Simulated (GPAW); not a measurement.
# CdSe (F-43m) in GPAW: convergence with basis set

Aim: find how far basis set must go before the results for CdSe settle, at LDA. This setting moves, with any that are tied to it; all else stays.

Program: GPAW 26.7.0. These are calculated values, not measurements. Logs are shortened: lines on timing, memory, paths and dates and some standing lists are left out, and cuts for length are marked. The log counts tension as positive stress, the text compression.

### Step 1. Starting point

The structure is cubic, space group F-43m (No. 216). Conventional cell: a = 6.141 Å, b = 6.141 Å, c = 6.141 Å, α = 90.00°, β = 90.00°, γ = 90.00°. Cd (site symmetry -43m) is surrounded by 4 Se at 2.66 Å. Se (site symmetry -43m) has 4 Cd at 2.66 Å as nearest neighbours.

Measurements of this composition are mostly on another form, of space group No. 186.

### Step 2. With basis set lcao:sz(dzp)

The input, run.py:

```python
from ase import Atoms
from ase.dft.bandgap import bandgap
from ase.io import write
from gpaw import GPAW

atoms = Atoms(['Cd', 'Se'],
              cell=[[0.0, 3.0702711986, 3.0702711986],
                    [3.0702711986, 0.0, 3.0702711986],
                    [3.0702711986, 3.0702711986, 0.0]],
              scaled_positions=[[0.0, 0.0, 0.0],
                                [0.25, 0.25, 0.25]],
              pbc=True)

calc = GPAW(mode='lcao',
            h=0.16,
            basis='sz(dzp)',
            xc='LDA',
            kpts={'size': (8, 8, 8), 'gamma': True},
            occupations={'name': 'fermi-dirac', 'width': 0.05},
            convergence={'density': 1e-05, 'energy': 1e-05},
            maxiter=100,
            txt='gpaw.txt')
atoms.calc = calc
energy = atoms.get_potential_energy()
forces = atoms.get_forces()
calc.write('gs.gpw')
write('result.traj', atoms)
print(f'Energy: {energy:.6f} eV')
print('Forces (eV/A):')
print(forces.round(4))
print('Fermi level:', round(calc.get_fermi_level(), 4), 'eV')
print(f'Gap: {bandgap(calc)[0]:.4f} eV, direct: {bandgap(calc, direct=True)[0]:.4f} eV')
```

Potentials or basis: the program's PAW data sets (release 1.2.1) made for this functional, lcao:sz(dzp).

Run with:

```console
OMP_NUM_THREADS=1 python run.py
```

Run time: 44 s. Hardware: 1 thread of Arm Neoverse V1, shared host; peak memory 0.2 GiB.

What came out:

```yaml
Free_energy: -5.7261 eV
Band_gap_on_the_k_mesh: 0.35 eV, direct
```

### Step 3. With basis set lcao:szp(dzp)

run.py, as its differences from that of step 2:

```diff
@@ -15,3 +15,3 @@
             h=0.16,
-            basis='sz(dzp)',
+            basis='szp(dzp)',
             xc='LDA',
```

Potentials or basis: the program's PAW data sets (release 1.2.1) made for this functional, lcao:szp(dzp).

Run with:

```console
OMP_NUM_THREADS=1 python run.py
```

It took 80 s on 1 thread of Arm Neoverse V1, shared host; peak memory 0.21 GiB.

What came out:

- Free energy: -6.0326 eV
- Band gap on the k mesh: 0.33 eV, direct

### Step 4. With basis set lcao:dz(dzp)

run.py, as its differences from that of step 3:

```diff
@@ -15,3 +15,3 @@
             h=0.16,
-            basis='szp(dzp)',
+            basis='dz(dzp)',
             xc='LDA',
```

Potentials or basis: the program's PAW data sets (release 1.2.1) made for this functional, lcao:dz(dzp).

Run with:

```console
OMP_NUM_THREADS=1 python run.py
```

Run time: 65 s. Hardware: 1 thread of Arm Neoverse V1, shared host; peak memory 0.21 GiB.

What came out:

```yaml
Free_energy: -6.1190 eV
Band_gap_on_the_k_mesh: 0.32 eV, direct
```

### Step 5. With basis set lcao:dzp

run.py, as its differences from that of step 4:

```diff
@@ -15,3 +15,3 @@
             h=0.16,
-            basis='dz(dzp)',
+            basis='dzp',
             xc='LDA',
```

Potentials or basis: the program's PAW data sets (release 1.2.1) made for this functional, lcao:dzp.

Run with:

```console
OMP_NUM_THREADS=1 python run.py
```

It took 1.8 min on 1 thread of Arm Neoverse V1, shared host; peak memory 0.22 GiB.

The run converged. Its results:

```yaml
Free_energy: -6.3078 eV
Band_gap_on_the_k_mesh: 0.31 eV, direct
```

### Step 6. With basis set fd

run.py, as its differences from that of step 5:

```diff
@@ -13,5 +13,4 @@
 
-calc = GPAW(mode='lcao',
+calc = GPAW(mode='fd',
             h=0.16,
-            basis='dzp',
             xc='LDA',
@@ -19,2 +18,3 @@
             occupations={'name': 'fermi-dirac', 'width': 0.05},
+            nbands=18,
             convergence={'density': 1e-05, 'energy': 1e-05},
```

Potentials or basis: the program's PAW data sets (release 1.2.1) made for this functional, fd.

Run with:

```console
OMP_NUM_THREADS=1 python run.py
```

Run time: 55 s. Hardware: 1 thread of Arm Neoverse V1, shared host; peak memory 0.34 GiB.

Results (log left out):

* Free energy: -6.9426 eV
* Band gap on the k mesh: 0.27 eV, direct

### Step 7. With basis set pw

run.py, as its differences from that of step 6:

```diff
@@ -3,3 +3,4 @@
 from ase.io import write
-from gpaw import GPAW
+from ase.units import GPa
+from gpaw import GPAW, PW
 
@@ -13,4 +14,3 @@
 
-calc = GPAW(mode='fd',
-            h=0.16,
+calc = GPAW(mode=PW(600),
             xc='LDA',
@@ -25,2 +25,3 @@
 forces = atoms.get_forces()
+stress = atoms.get_stress()
 calc.write('gs.gpw')
@@ -30,2 +31,3 @@
 print(forces.round(4))
+print('Stress (GPa):', (stress / GPa).round(3))
 print('Fermi level:', round(calc.get_fermi_level(), 4), 'eV')
```

Potentials or basis: the program's PAW data sets (release 1.2.1) made for this functional, pw.

Run with:

```console
OMP_NUM_THREADS=1 python run.py
```

gpaw.txt:

```text
__  _  _
 | _ |_)|_||  |
 |__||  | ||/\| - 26.7.0

Input parameters:
  mode=PW(ecut=600.0),
  convergence={'density': 1e-05, 'energy': 1e-05},
  kpts=MonkhorstPack(size=(8, 8, 8), gamma=True),
  maxiter=100,
  nbands=18,
  occupations=Occupations(name='fermi-dirac', width=0.05),
  xc=XC(name='LDA')

Diagonalizing LCAO Hamiltonian
Converting LCAO to pw mode

            Se

       Cd

Atoms  # Å, Bohr magnetons
|   | symbol |        x |        y |        z |    initial magnetic moments |
|---|--------|----------|----------|----------|-----------------------------|
| 0 |     Cd | 0.000000 | 0.000000 | 0.000000 | ( 0.0000,  0.0000,  0.0000) |
| 1 |     Se | 1.535136 | 1.535136 | 1.535136 | ( 0.0000,  0.0000,  0.0000) |

Unit cell  # Å
| periodic |        x |        y |        z |  lengths |    angles |
|----------|----------|----------|----------|----------|-----------|
|      yes | 0.000000 | 3.070271 | 3.070271 | 4.342019 | 60.000000 |
|      yes | 3.070271 | 0.000000 | 3.070271 | 4.342019 | 60.000000 |
|      yes | 3.070271 | 3.070271 | 0.000000 | 4.342019 | 60.000000 |

Number of symmetries: 24
Symmetry operations  # r_c * U_cc + t_c -> r_c
|    | kind |            matrix            |
|----|------|------------------------------|
|  0 |  E   |  1, 0, 0,  0, 1, 0,  0, 0, 1 |
|  1 |  σ   |  1, 0, 0,  0, 0, 1,  0, 1, 0 |
|  2 |  σ   |  1, 0,-1,  0, 1,-1,  0, 0,-1 |
|  3 |  C3  |  1, 0,-1,  0, 0,-1,  0, 1,-1 |
|  4 |  C3  |  1,-1, 0,  0,-1, 1,  0,-1, 0 |
|  5 |  σ   |  1,-1, 0,  0,-1, 0,  0,-1, 1 |
|  6 |  σ   |  0, 1, 0,  1, 0, 0,  0, 0, 1 |
|  7 |  C3  |  0, 1, 0,  0, 0, 1,  1, 0, 0 |
|  8 |  C2  |  0, 1,-1,  1, 0,-1,  0, 0,-1 |
|  9 |  S4  |  0, 1,-1,  0, 0,-1,  1, 0,-1 |
| 10 |  C3  |  0, 0, 1,  1, 0, 0,  0, 1, 0 |
| 11 |  σ   |  0, 0, 1,  0, 1, 0,  1, 0, 0 |
| 12 |  S4  |  0, 0,-1,  1, 0,-1,  0, 1,-1 |
| 13 |  C3  |  0, 0,-1,  0, 1,-1,  1, 0,-1 |
| 14 |  S4  |  0,-1, 1,  1,-1, 0,  0,-1, 0 |
| 15 |  C2  |  0,-1, 1,  0,-1, 0,  1,-1, 0 |
| 16 |  C3  |  0,-1, 0,  1,-1, 0,  0,-1, 1 |
| 17 |  S4  |  0,-1, 0,  0,-1, 1,  1,-1, 0 |
| 18 |  S4  | -1, 1, 0, -1, 0, 1, -1, 0, 0 |
| 19 |  C3  | -1, 1, 0, -1, 0, 0, -1, 0, 1 |
| 20 |  C3  | -1, 0, 1, -1, 1, 0, -1, 0, 0 |
| 21 |  S4  | -1, 0, 1, -1, 0, 0, -1, 1, 0 |
| 22 |  σ   | -1, 0, 0, -1, 1, 0, -1, 0, 1 |
| 23 |  C2  | -1, 0, 0, -1, 0, 1, -1, 1, 0 |

BZ-sampling:
  Number of BZ points: 512
  Number of IBZ points: 29

  Monkhorst-Pack size: [8, 8, 8]
  Monkhorst-Pack shift: [0.0625, 0.0625, 0.0625]

K-points  # in reciprocal-cell coordinates
|     |                                coordinates |     weight |
|-----|--------------------------------------------|------------|
|   0 | (  0.00000000,   0.00000000,   0.00000000) | 0.00195312 |
|   1 | (  0.12500000,   0.12500000,   0.00000000) | 0.01171875 |
|   2 | (  0.12500000,   0.12500000,   0.12500000) | 0.01562500 |
|   3 | (  0.25000000,   0.12500000,   0.12500000) | 0.02343750 |
|   4 | (  0.25000000,   0.25000000,   0.00000000) | 0.01171875 |
|   5 | (  0.25000000,   0.25000000,   0.12500000) | 0.04687500 |
|   6 | (  0.25000000,   0.25000000,   0.25000000) | 0.01562500 |
|   7 | (  0.37500000,   0.25000000,  -0.37500000) | 0.04687500 |
|   8 | (  0.37500000,   0.25000000,   0.12500000) | 0.04687500 |
|   9 | (  0.37500000,   0.25000000,   0.25000000) | 0.04687500 |
| ... |                                            |            |
|  28 | (  0.50000000,   0.50000000,   0.50000000) | 0.00781250 |

Plane wave coefficients: 1964
Cutoff: 600.0 eV

Spin-components: 1 (collinear spins)
Bands:           18
Projectors:      11
Spin-degeneracy: 2
Datatype:        complex128

Parallelization:
  kpt:    1
  domain: 1
  band:   1

Density:
  Valence electrons: 18.0
  Components: 1
  Grid points: [25 25 25]
  Charge: 0.0  # |e|

Potential:
  Grid points: [25 25 25]

species:
  Cd:
    name:    Cadmium
    Z:       48.0
    valence: 12
    core:    36
    charge:  0.0  # [|e|]
    compensation charges:
      type: gauss
      rc: 0.38  # [Å]
      lmax: 2
    cutoffs:
      filter: 2.12  # [Å]
      core: 2.62  # [Å]
    projectors
    | kind |    occ | energy [eV] | rcut [Å] |
    |------|--------|-------------|----------|
    |   5s |  2.000 |      -5.950 |    1.191 |
    |   5p |  0.000 |      -1.328 |    1.228 |
    |   4d | 10.000 |     -11.904 |    1.164 |
    |    s |        |      21.261 |    1.191 |
    |    p |        |      25.883 |    1.228 |
    |    d |        |      15.307 |    1.164 |

    Using partial waves for Cd as LCAO basis

  Se:
    name:    Selenium
    Z:       34.0
    valence: 6
    core:    28
    charge:  0.0  # [|e|]
    compensation charges:
      type: gauss
      rc: 0.27  # [Å]
      lmax: 2
    cutoffs:
      filter: 1.77  # [Å]
      core: 2.67  # [Å]
    projectors
    | kind |    occ | energy [eV] | rcut [Å] |
    |------|--------|-------------|----------|
    |   4s |  2.000 |     -17.472 |    0.847 |
    |   4p |  4.000 |      -6.656 |    1.005 |
    |    s |        |       9.739 |    0.847 |
    |    p |        |      20.555 |    1.005 |
    |    d |        |       0.000 |    0.847 |

    Using partial waves for Se as LCAO basis

Reference energy: -218053.140292  # eV

eigensolver:
  PPCG
  Converge bands: occupied
  niter=2

density mixing:
  MSR1-Mixer
  Pratt-step length: 0.05
  Maximum mixing coefficient: 0.75
  Old densities: 10
  SVD Regularization: 0.005
  Good broyden scale: 1.0
  Trust region scale: 1.0
  Backstep threshold: 4.0
  History deletion threshold: 6.0
  Fourier metric: weight=20.0, sigma=0.015

occupation numbers:
  Fermi-Dirac:
    width: 0.0500  # eV

poisson solver:
  ecut: 4800.0  # eV

xc functional:
  name: None

convergence criteria:
[... 6 lines left out ...]
|iter     | |      energy | eigst |  dens |
|---------|-|-------------|-------|-------|
|iter:   1| |   -7.281700 | -0.57 |       |
|iter:   2| |   -7.207203 | -2.55 | -1.20 |
|iter:   3| |   -6.939245 | -1.70 | -1.25 |
|iter:   4| |   -6.934288 | -3.60 | -1.80 |
|iter:   5| |   -6.933197 | -3.94 | -2.28 |
|iter:   6| |   -6.933193 | -5.55 | -3.09 |
|iter:   7| |   -6.933193c| -6.93 | -3.61 |
|iter:   8| |   -6.933193c| -7.60c| -4.79 |
|iter:   9| |   -6.933193c| -8.17c| -5.23c|

Converged in 9 steps
Energy contributions relative to reference atoms: (reference = -218053.140292)

Energy contributions:
  Kinetic:          13.394186
  Coulomb:         -12.424687
  Zero:              0.053076
  External:          0.000000
  Xc:               -7.955655
  Entropy:          -0.000226
  Spinorbit:         0.000000
  ----------------------------
  Free energy:      -6.933306
  Extrapolated:     -6.933193

dipole moment: (-23.586493, -23.586493, -23.586493)  # |e|*Ang

Fermi level: 3.197
Eigenvalues  # (at kpt = [0.000, 0.000, 0.000])
| band index |      eig [eV] | occ [0-2] |
|------------|---------------|-----------|
|          0 |        -9.504 |     2.000 |
|          1 |        -4.778 |     2.000 |
|          2 |        -4.778 |     2.000 |
|          3 |        -4.778 |     2.000 |
|          4 |        -4.423 |     2.000 |
|          5 |        -4.423 |     2.000 |
[... 10 lines left out ...]
|         16 |        14.831 |     0.000 |
|         17 |        14.831 |     0.000 |

Gap: 0.269 eV
Transition (v -> c):
  (s=0, k=0, n=8, [0.00, 0.00, 0.00]) -> (s=0, k=0, n=9, [0.00, 0.00, 0.00])
No difference between direct/indirect transitions

Forces  # eV/Ang
|       x |        y |       z |
|---------|----------|---------|
| 0.00000 | -0.00000 | 0.00000 |  # Cd   0
| 0.00000 |  0.00000 | 0.00000 |  # Se   1

Stress tensor  # eV/Ang^3
|        x |        y |        z |
|----------|----------|----------|
| 0.021410 | 0.000000 | 0.000000 |
| 0.000000 | 0.021410 | 0.000000 |
| 0.000000 | 0.000000 | 0.021410 |

# Writing to gs.gpw (mode='')
```

stdout:

```text
Energy: -6.933193 eV
Forces (eV/A):
[[ 0. -0.  0.]
 [ 0.  0.  0.]]
Stress (GPa): [3.43 3.43 3.43 0.   0.   0.  ]
Fermi level: 3.1969 eV
Gap: 0.2694 eV, direct: 0.2694 eV
```

Run time: 15 s. Hardware: 1 thread of Arm Neoverse V1, shared host; peak memory 0.16 GiB.

What came out:

```yaml
Free_energy: -6.9333 eV
Pressure: -3.4 GPa
Band_gap_on_the_k_mesh: 0.27 eV, direct
```

### Step 8. Result

```csv
basis set,"energy less the tightest run, at zero smearing (meV/atom)",gap on the mesh (eV),SCF cycles,CPU time (s),peak memory (GiB)
lcao:sz(dzp),603.59,0.347,8,44,0.2
lcao:szp(dzp),450.33,0.330,8,80,0.21
lcao:dz(dzp),407.12,0.323,8,65,0.21
lcao:dzp,312.76,0.309,8,110,0.22
fd,-4.66,0.270,11,55,0.34
pw,0.00,0.269,9,15,0.16
```

Against the tightest run, the gap on the mesh stays within 0.01 eV from fd on. Not settled before the last step: the energy (to 1 meV/atom). The tightest run that finished is the yardstick and may itself not be fully converged.
